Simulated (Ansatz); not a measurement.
# GaN: the cost of one run

Program: Ansatz 0.2.0. Level of theory: DFT PBE, scalar-relativistic. These are calculated values, not measurements.

## (1) The starting structure

The structure is cubic, space group Fm-3m (No. 225). The conventional cell has a = 3.985 Å, b = 3.985 Å, c = 3.985 Å, α = 90.00°, β = 90.00°, γ = 90.00°. Ga (site symmetry m-3m) has 6 N at 1.99 Å as nearest neighbours. Around N (site symmetry m-3m) lie 6 Ga at 1.99 Å.

Coordinates:

```cif
data_structure
_symmetry_space_group_name_H-M 'Fm-3m'
_symmetry_Int_Tables_number 225
_cell_length_a 3.9850
_cell_length_b 3.9850
_cell_length_c 3.9850
_cell_angle_alpha 90.000
_cell_angle_beta 90.000
_cell_angle_gamma 90.000
_cell_volume 63.28
loop_
_atom_site_label
_atom_site_type_symbol
_atom_site_symmetry_multiplicity
_atom_site_Wyckoff_symbol
_atom_site_fract_x
_atom_site_fract_y
_atom_site_fract_z
_atom_site_occupancy
Ga1 Ga 4 b 0.50000 0.00000 0.00000 1
N1 N 4 a 0.00000 0.00000 0.00000 1
```

The file gives the conventional cell by its symmetry; the runs use the cell typed in the input.

Atoms are numbered in the order of the input: Ga1, N2.

## (2) After the deformation

Space group Fm-3m before, I4/mmm after.

## (3) LAPW, all electrons

The input, input.yaml:

```yaml
crystal:
  lattice:
    - [0.0, 1.972575, 1.9925]
    - [1.972575, 0.0, 1.9925]
    - [1.972575, 1.972575, 0.0]
  atoms:
    - { symbol: Ga, position: [0.5, 0.5, 0.5] }
    - { symbol: "N", position: [0.0, 0.0, 0.0] }
kpoints:
  mp_grid: { grid: [13, 13, 13] }
  band_path:
    path:
      - [0.0, 0.0, 0.0]
      - [0.0, 0.5, 0.5]
      - [0.25, 0.75, 0.5]
      - [0.0, 0.5, 0.0]
      - [0.0, 0.0, 0.0]
      - [0.5, 0.5, 0.0]
      - [0.3725125, 0.6274875, 0.0]
      - [-0.3725125, 0.3725125, 0.0]
      - [0.0, 0.0, 0.0]
    npoints: 5
scf:
  occupations: { method: fermi_dirac, width: 0.02 }
hamiltonian:
  xc: pbe
  pseudopotentials: { kind: all_electron, lapw: { basis_error: 0.001 } }
output:
  forces: true
  stress: true
  eigenvalues: true
```

On the command line:

```sh
$ ansatz run input.yaml --threads 1 --pin off --max-ram 3072MiB --backend cpu --events-out ev --progress --plain --runs-dir out
```

Q: Estimate wall time and peak memory on 1 thread of Arm Neoverse V2, shared host.

About 23 s, with a peak of 0.54 GiB.
